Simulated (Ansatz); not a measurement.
# HfO2: the cost of one run

Method: DFT PBEsol, scalar-relativistic, plane waves, PAW, in Ansatz 0.2.0.

2 further runs of the same task are left out: 2 set aside as unsound or not needed.

### 1 The system as given

It takes space group P4_2/mnm (No. 136, tetragonal). Conventional cell: a = 4.830 Å, b = 4.830 Å, c = 3.210 Å, α = 90.00°, β = 90.00°, γ = 90.00°. Around Hf (site symmetry mmm) lie 6 O at 2.08 to 2.09 Å. Around O (site symmetry m2m) lie 3 Hf at 2.08 to 2.09 Å.

As a file:

```cif
data_structure
_symmetry_space_group_name_H-M 'P4_2/mnm'
_symmetry_Int_Tables_number 136
_cell_length_a 4.8301
_cell_length_b 4.8301
_cell_length_c 3.2097
_cell_angle_alpha 90.000
_cell_angle_beta 90.000
_cell_angle_gamma 90.000
_cell_volume 74.88
loop_
_atom_site_label
_atom_site_type_symbol
_atom_site_symmetry_multiplicity
_atom_site_Wyckoff_symbol
_atom_site_fract_x
_atom_site_fract_y
_atom_site_fract_z
_atom_site_occupancy
Hf1 Hf 2 a 0.00000 0.00000 0.00000 1
O1 O 4 f 0.19497 0.80503 0.50000 1
```

It goes back to an entry of the Materials Project, which need not be the stable form.

It is the result of an earlier relaxation at this level (volume 12.48 Å³/atom; gap on the mesh: 3.89 eV).

The host's static dielectric tensor, from an earlier linear-response run, has a mean of 28.62.

### 2 The perfect supercell

input.yaml reads:

```yaml
crystal:
  lattice:
    - [-4.8301248097, 4.8301248097, 0.0]
    - [-4.8301248097, -4.8301248097, 0.0]
    - [4.8301248097, 0.0, 6.4194328281]
  atoms:
    - { symbol: Hf, position: [0.0, 1.0, 0.0] }
    - { symbol: Hf, position: [0.25, 0.25, 0.5] }
    - { symbol: Hf, position: [0.5, 0.5, 0.0] }
    - { symbol: Hf, position: [0.75, 0.75, 0.5] }
    - { symbol: Hf, position: [0.625, 0.125, 0.25] }
    - { symbol: Hf, position: [0.875, 0.375, 0.75] }
    - { symbol: Hf, position: [0.125, 0.625, 0.25] }
    - { symbol: Hf, position: [0.375, 0.875, 0.75] }
    - { symbol: O, position: [0.9300300977, 0.125, 0.25] }
    - { symbol: O, position: [0.1800300977, 0.375, 0.75] }
    - { symbol: O, position: [0.4300300977, 0.625, 0.25] }
    - { symbol: O, position: [0.6800300977, 0.875, 0.75] }
    - { symbol: O, position: [0.5, 0.1949699023, 0.0] }
    - { symbol: O, position: [0.75, 0.4449699023, 0.5] }
    - { symbol: O, position: [0.0, 0.6949699023, 0.0] }
    - { symbol: O, position: [0.25, 0.9449699023, 0.5] }
    - { symbol: O, position: [0.5, 0.8050300977, 0.0] }
    - { symbol: O, position: [0.75, 0.0550300977, 0.5] }
    - { symbol: O, position: [0.0, 0.3050300977, 0.0] }
    - { symbol: O, position: [0.25, 0.5550300977, 0.5] }
    - { symbol: O, position: [0.3199699023, 0.125, 0.25] }
    - { symbol: O, position: [0.5699699023, 0.375, 0.75] }
    - { symbol: O, position: [0.8199699023, 0.625, 0.25] }
    - { symbol: O, position: [0.0699699023, 0.875, 0.75] }
basis:
  ecutwfc: 420
  xc_grid: 2
kpoints:
  mp_grid: { grid: [2, 2, 2], shift: [0.0, 0.0, 0.0] }
hamiltonian:
  xc: pbesol
scf:
  occupations: { method: gaussian, width: 0.01 }
output:
  forces: true
  stress: true
  eigenvalues: true
  write_density: true
  write_potential: true
  elf: true
  volumetric_format: npy
```

Started as:

```
ansatz run input.yaml --threads 4 --pin off --max-ram 10240MiB --backend cpu --events-out ev --progress --plain --runs-dir out
```

**Question.** How long does this run take on 4 threads of AMD EPYC 9R45 (Zen 5), shared host, and how much memory does it need?

About 3.3 s, with a peak of 1.2 GiB.
